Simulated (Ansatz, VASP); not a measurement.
Y: VASP beside Ansatz

File INCAR:

```
SYSTEM = Y
PREC = Accurate ; ENCUT = 520
EDIFF = 1E-6 ; ISMEAR = -1
SIGMA = 0.1 ; LREAL = .FALSE.
LASPH = .TRUE. ; NELM = 100
ALGO = Normal ; ISIF = 2
LWAVE = .FALSE. ; LCHARG = .FALSE.
NBANDS = 24
```

The input KPOINTS:

```
Automatic mesh
0
G
  8 8 10
  0 0 0
```

POSCAR

```
Y
1.0
    5.6869603511      0.0000000000      0.0000000000
   -2.8434801755      4.9250521344      0.0000000000
    0.0000000000      0.0000000000      3.5407319640
Y
3
Direct
    0.0000000000      0.0000000000      0.0000000000
    0.3333333333      0.6666666667      0.5000000000
    0.6666666667      0.3333333333      0.5000000000
```

Input for Ansatz:

```yaml
crystal:
  lattice:
    - [5.6869603511, 0.0, 0.0]
    - [-2.8434801755, 4.9250521344, 0.0]
    - [0.0, 0.0, 3.540731964]
  atoms:
    - { symbol: "Y", position: [0.0, 0.0, 0.0] }
    - { symbol: "Y", position: [0.3333333333, 0.6666666667, 0.5] }
    - { symbol: "Y", position: [0.6666666667, 0.3333333333, 0.5] }
hamiltonian:
  xc: lda
  pseudopotentials:
    kind: paw
    azcp:
      "Y": "pseudopotentials/Y.paw.azcp"
basis:
  ecutwfc: 420
  fft_grid_basis: typed
kpoints:
  mp_grid: { grid: [8, 8, 10], shift: [0, 0, 0] }
magnetization:
  spin_polarized: false
scf:
  occupations: { method: fermi_dirac, width: 0.1 }
  lower_state_search: "off"
output:
  stress: true
```

Alike in both runs: task single point; functional LDA; k mesh 8 × 8 × 10; occupations fermi-dirac, width 0.1 eV; no spin polarisation.

|  | VASP | Ansatz |
| --- | --- | --- |
| version | VASP 6.6.1 | Ansatz 0.2.0 |
| potentials or method | VASP PAW LDA potentials, release 64 (Y_sv) | plane waves (420 eV) with PAW, scalar-relativistic |
| plane-wave cutoff (eV) | 520 | 420 |
| valence electrons in the cell | 33 | 33 |

```csv
,VASP,Ansatz,Ansatz less VASP
pressure (GPa),-4.3,-4.2,+0.10
largest component of the traceless stress (GPa),0.30,0.31,+0.006
```

Ansatz warned: «pseudo_functional_mismatch».
